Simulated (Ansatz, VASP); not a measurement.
**Pd: VASP beside Ansatz**

```xyz
1
Lattice="0.0000 1.9935 2.0421 1.9935 0.0000 2.0421 1.9935 1.9935 0.0000" Properties=species:S:1:pos:R:3 pbc="T T T"
Pd    0.0000    0.0000    0.0000
```

Change from the starting cell: strain +0.025 along x and y, +0.050 along z, atoms carried along.

Alike in both runs: task single point; functional PBEsol; k mesh 20 × 20 × 20; occupations gaussian, width 0.15 eV; no spin polarisation.

|  | VASP | Ansatz |
| --- | --- | --- |
| version | VASP 6.6.1 | Ansatz 0.2.0 |
| potentials or method | VASP PAW PBE potentials, release 64 (Pd) | scalar-relativistic, plane waves, PAW |
| plane-wave cutoff (eV) | 520 | 420 |
| valence electrons in the cell | 10 | 18 |

```tsv
	VASP	Ansatz	Ansatz less VASP
gap on the k mesh at the Fermi level (eV)	none	none	-
pressure (GPa)	-16.6	-16.4	+0.20
largest component of the traceless stress (GPa)	0.66	0.66	+0.006
```

A gap of «none» marks a metal or a gap that the smearing closes. The two sets of potentials don't hold the same shells in valence.

Caveats: so large a pressure means that the cell lies far from this level's equilibrium, or that cutoff or potentials fall short (VASP); the potentials were made for another functional, which shifts forces and pressure (VASP).
